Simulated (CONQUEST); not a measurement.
**TePb under changes of volume**

One of the cells (33.730 Å³/atom); the others are scaled copies at fixed shape and fractional positions:

```
Pb Te
1.0
     4.56932    0.00000    0.00000
     0.00000    4.56932    0.00000
     0.00000    0.00000    6.46200
Pb Te
2 2
Direct
  0.00000 0.00000 0.00000
  0.50000 0.50000 0.50000
  0.00000 0.00000 0.50000
  0.50000 0.50000 0.00000
```

| Item | Value |
| --- | --- |
| Program | CONQUEST 1.3 |
| Functional | LDA |
| Potentials or basis | PseudoDojo NC LDA, DZP, grid of 48 × 48 × 64 points |
| k mesh | 6 × 6 × 4 |
| Occupations | fermi-dirac, width 0.05 eV |
| Spin | no spin polarisation |

```csv
volume (Å³/atom),energy over the lowest point (meV/atom),pressure (GPa),gap on the mesh (eV)
31.706,?,?,?
32.380,0.00,0.5,0.65
33.055,0.18,-0.5,0.69
33.730,4.51,-1.5,0.73
34.404,12.30,-2.2,0.76
35.079,23.13,-2.9,0.79
35.753,36.49,-3.5,0.82
```

**Question.** What does the run at 31.706 Å³/atom give?

**Answer.** Energy over the lowest point 4.28 meV/atom; pressure 1.6 GPa; gap on the mesh 0.60 eV.

Worked out: A Birch-Murnaghan fit of order 3 (a polynomial in V^(-2/3)) to the other rows has its minimum at 32.68 Å³/atom with B0 = V·E''(V) = 51 GPa and B' = 6.4. It gives 4.59 meV/atom at 31.706 Å³/atom, against the run's 4.28, and -dE/dV = 1.7 GPa, against 1.6. A straight line through the other rows of the gap, of slope 1.7 eV per unit of ln V, extrapolates to 0.62 eV, against the run's 0.60.

Energies are extrapolated to zero smearing.

Caveats: spin-orbit coupling is left out, which as a rule narrows the gap of such compounds by several tenths of an eV; the basis of atomic orbitals isn't converged, which shifts pressures, moduli and gaps; the real-space grid breaks the cell's symmetry a little (some runs).

A mesh can miss the band edges.
